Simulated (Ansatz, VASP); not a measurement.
## Two plane-wave programs on Na

The input INCAR:

```
SYSTEM = Na
PREC = Accurate ; ENCUT = 520
EDIFF = 1E-6 ; ISMEAR = 0
SIGMA = 0.15 ; LREAL = .False.
LASPH = .True. ; NELM = 80
ALGO = Fast ; ISIF = 2
LWAVE = .False. ; LCHARG = .False.
GGA = PE ; NBANDS = 10
```

The input KPOINTS:

```
regular mesh
0
Gamma
  18 18 18
  0 0 0
```

File POSCAR:

```
Na
1.0
   -2.3471440430      2.1236065151      2.1236065151
    2.1236065151     -2.3471440430      2.1236065151
    2.1236065151      2.1236065151     -2.3471440430
Na
1
Direct
    0.0000000000      0.0000000000      0.0000000000
```

Input for Ansatz:

```yaml
crystal:
  lattice:
    - [-2.347144043, 2.1236065151, 2.1236065151]
    - [2.1236065151, -2.347144043, 2.1236065151]
    - [2.1236065151, 2.1236065151, -2.347144043]
  atoms:
    - { symbol: Na, position: [0.0, 0.0, 0.0] }
basis:
  ecutwfc: 420
kpoints:
  mp_grid: { grid: [18, 18, 18] }
hamiltonian:
  xc: pbe
scf:
  occupations: { method: gaussian, width: 0.15 }
output:
  forces: true
  stress: true
  eigenvalues: true
```

Alike in both runs: task single point; functional PBE; k mesh 18 × 18 × 18; occupations gaussian, width 0.15 eV; no spin polarisation.

|  | VASP | Ansatz |
| --- | --- | --- |
| version | VASP 6.6.1 | Ansatz 0.2.0 |
| potentials or method | VASP PAW PBE potentials, release 64 (Na_pv) | scalar-relativistic, plane waves, PAW |
| plane-wave cutoff (eV) | 520 | 420 |
| valence electrons in the cell | 7 | 9 |

Ansatz gave:

| Property | Result |
| --- | --- |
| gap on the k mesh at the Fermi level (eV) | none |
| pressure (GPa) | -0.1 |
| largest component of the traceless stress (GPa) | 0.83 |

**Question.** What did VASP give for the same quantities?

**Answer.** gap on the k mesh at the Fermi level (eV): none; pressure (GPa): -0.2; largest component of the traceless stress (GPa): 0.83.

A gap of «none» marks a metal or a gap that the smearing closes. The functional is the same, so the differences come from potentials, cutoffs and numerics. The two sets of potentials don't hold the same shells in valence.
